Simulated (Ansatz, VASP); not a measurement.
## Ge in VASP and in Ansatz

```
CELL_PARAMETERS angstrom
2.17949 0.00000 0.00000
0.00000 2.17949 0.00000
0.00000 0.00000 2.17949
ATOMIC_POSITIONS crystal
Ge 0.00000 0.00000 0.00000
```

Change from the starting cell: volume scaled by 0.52, LAPW.

Alike in both runs: task single point; functional PBE; k mesh 15 × 15 × 15; occupations fermi-dirac, width 0.08 eV; no spin polarisation.

|  | VASP | Ansatz |
| --- | --- | --- |
| version | VASP 6.6.1 | Ansatz 0.2.0 |
| potentials or method | VASP PAW PBE potentials, release 64 (Ge_d), cutoff 520 eV | all-electron LAPW, scalar-relativistic |

Ansatz gave:

| Quantity | Value |
| --- | --- |
| pressure (GPa) | 200.5 |

Task: Estimate VASP's values.

Result: Pressure (GPa): 201.3.

Ansatz ran all-electron here, so the differences hold the error of VASP's frozen core and of both bases.

Caveats: the cell as given lies far from equilibrium; so large a pressure means that the cell lies far from this level's equilibrium, or that cutoff or potentials fall short (VASP).
